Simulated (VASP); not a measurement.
# CdS (Hawleyite) (F-43m) in VASP: settings compared, part 2 of 2

VASP 6.6.1. The steps go on from the part before.

**4. Relaxation of cell and atoms, PBE+D3(BJ)**

This run uses another cell than the first one, of 25.19 Å³/atom, 0.963 times its volume.

Contents of INCAR:

```
SYSTEM = CdS
ALGO = Normal
EDIFF = 1E-7
EDIFFG = -0.005
ENCUT = 600
GGA = PE
IBRION = 2
ISIF = 3
ISMEAR = 0
IVDW = 12
LASPH = .True.
LCHARG = .False.
LREAL = .False.
LWAVE = .False.
NELM = 80
NSW = 90
PREC = Accurate
SIGMA = 0.03
```

Contents of KPOINTS:

```
k-points
0
Gamma
  8 8 8
  0 0 0
```

Contents of POSCAR:

```
CdS                                     
1.0
    0.0000000000      2.9314599704      2.9314599704
    2.9314599704      0.0000000000      2.9314599704
    2.9314599704      2.9314599704     -0.0000000000
  Cd              S             
     1     1
Direct
     0.0000000000000000    0.0000000000000000    0.0000000000000000
     0.2500000000000000    0.2500000000000000    0.2500000000000000
```

Potentials or basis: VASP PAW PBE potentials, release 64 (Cd, S).

Run with:

```
> cat potpaw_PBE.64/Cd/POTCAR potpaw_PBE.64/S/POTCAR > POTCAR
> mpirun -np 1 vasp_std > vasp.out
```

OUTCAR:

```text
SYSTEM = CdS
   EDIFF = 1E-7
   EDIFFG = -0.005
   ENCUT = 600
   GGA = PE
   IBRION = 2
   ISIF = 3
   ISMEAR = 0
   IVDW = 12
   LASPH = .True.
   LREAL = .False.
   NELM = 80
   NSW = 90
   PREC = Accurate
 IVDW          = 12

 ion  position               nearest neighbor table
   1  0.000  0.000  0.000-   2 2.54   2 2.54   2 2.54   2 2.54
   2  0.250  0.250  0.250-   1 2.54   1 2.54   1 2.54   1 2.54

  LATTYP: Found a face centered cubic cell.
 ALAT       =     5.8629199408

  Lattice vectors:

 A1 = (   0.0000000000,   2.9314599704,   2.9314599704)
 A2 = (   2.9314599704,   0.0000000000,   2.9314599704)
 A3 = (   2.9314599704,   2.9314599704,   0.0000000000)

Analysis of symmetry for initial positions (statically):
=====================================================================
 Subroutine PRICEL returns:
 Original cell was already a primitive cell.

 Routine SETGRP: Setting up the symmetry group for a
 face centered cubic supercell.

 Subroutine GETGRP returns: Found 24 space group operations
 (whereof 24 operations were pure point group operations)
 out of a pool of 48 trial point group operations.

The static configuration has the point symmetry T_d .
[... 180 lines left out ...]
      8       1.1835      2.00000
      9       1.1835      2.00000
     10       2.2996      0.00000
     11       7.7331      0.00000
     12       7.7331      0.00000
     13       7.7331      0.00000
[... 354 lines left out ...]
  band No.  band energies     occupation
      1     -10.6192      2.00000
      2      -6.3326      2.00000
      3      -6.2965      2.00000
      4      -6.0554      2.00000
      5      -6.0056      2.00000
      6      -5.5553      2.00000
      7      -2.8463      2.00000
      8      -0.7030      2.00000
      9      -0.0012      2.00000
     10       5.5224      0.00000
     11       7.0168      0.00000
     12       8.3862      0.00000
     13       9.5307      0.00000

 [... further k-points ...]

------------------------ aborting loop because EDIFF is reached ----------------------------------------

 Edisp (eV)   -0.60276

 E8    (eV) :    -0.2455

  FORCE on cell =-STRESS in cart. coord.  units (eV):
  Direction    XX          YY          ZZ          XY          YZ          ZX
  --------------------------------------------------------------------------------------
  -------------------------------------------------------------------------------------
  Total       0.00203     0.00203     0.00203     0.00000     0.00000     0.00000
  in kB       0.06446     0.06446     0.06446     0.00000     0.00000     0.00000
  external pressure =        0.06 kB  Pullay stress =        0.00 kB

 VOLUME and BASIS-vectors are now :
 -----------------------------------------------------------------------------
  energy-cutoff  :      600.00
  volume of cell :       50.38
      direct lattice vectors                 reciprocal lattice vectors
     0.000000000  2.931459970  2.931459970    -0.170563475  0.170563475  0.170563475
     2.931459970  0.000000000  2.931459970     0.170563475 -0.170563475  0.170563475
     2.931459970  2.931459970  0.000000000     0.170563475  0.170563475 -0.170563475

 POSITION                                       TOTAL-FORCE (eV/Angst)
 -----------------------------------------------------------------------------------
      0.00000      0.00000      0.00000         0.000000      0.000000      0.000000
      1.46573      1.46573      1.46573        -0.000000     -0.000000     -0.000000
 -----------------------------------------------------------------------------------
    total drift:                               -0.000000     -0.000000     -0.000000

  FREE ENERGIE OF THE ION-ELECTRON SYSTEM (eV)
  ---------------------------------------------------
  free  energy   TOTEN  =        -6.7369512155 eV

  energy  without entropy=       -6.7369512155  energy(sigma->0) =       -6.73695122

 reached required accuracy - stopping structural energy minimisation
```

CONTCAR:

```text
CdS
   1.00000000000000
     0.0000000000000000    2.9314599704000002    2.9314599704000002
     2.9314599704000002    0.0000000000000000    2.9314599704000002
     2.9314599704000002    2.9314599704000002    0.0000000000000000
  Cd              S
     1     1
Direct
     0.0000000000000000    0.0000000000000000    0.0000000000000000
     0.2500000000000000    0.2500000000000000    0.2500000000000000

  0.00000000E+00  0.00000000E+00  0.00000000E+00
  0.00000000E+00  0.00000000E+00  0.00000000E+00
```

It took 22 s on 1 thread of Intel Xeon Platinum 8559C (Emerald Rapids), shared host; peak memory 0.21 GiB.

What came out:

| Quantity | Value |
| --- | --- |
| Free energy | -6.7370 eV |
| Pressure after relaxing | 0.0 GPa |
| Band gap on the k mesh | 1.12 eV, direct |
| Dispersion energy per atom | -0.301 eV |

Final structure:
```cif
data_structure
_symmetry_space_group_name_H-M 'P 1'
_symmetry_Int_Tables_number 1
_cell_length_a 4.1457
_cell_length_b 4.1457
_cell_length_c 4.1457
_cell_angle_alpha 60.000
_cell_angle_beta 60.000
_cell_angle_gamma 60.000
_cell_volume 50.38
loop_
_atom_site_label
_atom_site_type_symbol
_atom_site_fract_x
_atom_site_fract_y
_atom_site_fract_z
_atom_site_occupancy
Cd1 Cd 0.00000 0.00000 0.00000 1
S1 S 0.25000 0.25000 0.25000 1
```

Levels at points of the mesh, in eV from the valence-band top:
```
           k point  band 6  band 7  band 8  band 9  band 10  band 11  band 12  band 13
(0.00, 0.00, 0.00)   -7.21    0.00    0.00    0.00     1.12     6.55     6.55     6.55
(0.50, 0.00, 0.00)   -6.85   -4.31   -0.73   -0.73     2.99     7.01     7.01     7.43
(0.50, 0.50, 0.00)   -6.78   -3.89   -1.83   -1.83     3.58     4.33     9.17    10.69
```

Caveat: the relaxation stopped at its first step, so nothing moved.

**5. Relaxation of cell and atoms, PBEsol**

This run uses another cell than the first one, of 24.81 Å³/atom, 0.949 times its volume.

Contents of INCAR:

```
PREC = Accurate ; ENCUT = 600
EDIFF = 1E-6 ; ISMEAR = 0
SIGMA = 0.03 ; LREAL = F
LASPH = T ; NELM = 80
ALGO = Normal ; ISIF = 3
LWAVE = F ; LCHARG = F
GGA = PS ; IBRION = 2
NSW = 90 ; EDIFFG = -0.01
KPAR = 8
```

Contents of KPOINTS:

```
Automatic mesh
0
Gamma
  8 8 8
```

Contents of POSCAR:

```
CdS
1.0
    0.0000000000      2.9165000000      2.9165000000
    2.9165000000      0.0000000000      2.9165000000
    2.9165000000      2.9165000000      0.0000000000
Cd S
1 1
Direct
    0.0000000000      0.0000000000      0.0000000000
    0.2500000000      0.2500000000      0.2500000000
```

Run with:

```
> cat potpaw_PBE.64/Cd/POTCAR potpaw_PBE.64/S/POTCAR > POTCAR
> mpirun -np 8 vasp_std > vasp.out
```

It took 11 s on 8 MPI ranks of Intel Xeon Platinum 8488C (Sapphire Rapids), shared host; peak memory 0.24 GiB.

Results (log left out):

```
Free energy                            : -6.8137 eV
Relaxed volume                         : 24.86 Å³/atom
Relaxed cell                           : a = 4.127 Å, b = 4.127 Å, c = 4.127 Å, α = 60.00°, β = 60.00°, γ = 60.00°
Space group after relaxing (to 0.05 Å) : F-43m (No. 216)
Energy gained by relaxing              : 0.0 meV/atom
Ionic steps                            : 2
Pressure after relaxing                : 0.0 GPa
Band gap on the k mesh                 : 1.00 eV, direct
```

Final structure:
```xyz
2
Lattice="0.0000 2.9185 2.9185 2.9185 0.0000 2.9185 2.9185 2.9185 0.0000" Properties=species:S:1:pos:R:3 pbc="T T T"
Cd    5.8369    2.9185    2.9185
S     1.4592    1.4592    1.4592
```

Levels at points of the mesh, in eV from the valence-band top:
```csv
k point,band 5,band 6,band 7,band 8,band 9,band 10,band 11,band 12,band 13
"(0.00, 0.00, 0.00)",-7.24,-7.24,0.00,0.00,0.00,1.00,6.45,6.45,6.45
"(0.50, 0.00, 0.00)",-7.20,-6.86,-4.47,-0.76,-0.76,2.89,6.91,6.91,7.32
"(0.50, 0.50, 0.00)",-7.15,-6.79,-4.01,-1.91,-1.91,3.40,4.25,9.07,10.66
```

Caveat: the PAW data sets were made with another functional, which shifts forces and pressure a little. As with any semilocal functional, this PBEsol gap is likely too small.

**6. The runs side by side**

```tsv
level	gap on the mesh (eV)	pressure (GPa)
PBE	1.03	0.0
PBE+D3(BJ)	1.12	0.0
PBEsol	1.00	0.0
```

Alike in all rows: task relaxation of cell and atoms; potentials or basis VASP PAW PBE potentials, release 64 (Cd, S); no spin polarisation; cell relaxed; k mesh 8 × 8 × 8; cutoff (eV) 600; smearing gaussian 0.03 eV.

Caveats: the relaxation stopped at its first step, so nothing moved (some runs); the PAW data sets were made with another functional, which shifts forces and pressure a little (some runs).

Absolute energies hang on the potentials; compare differences alone.
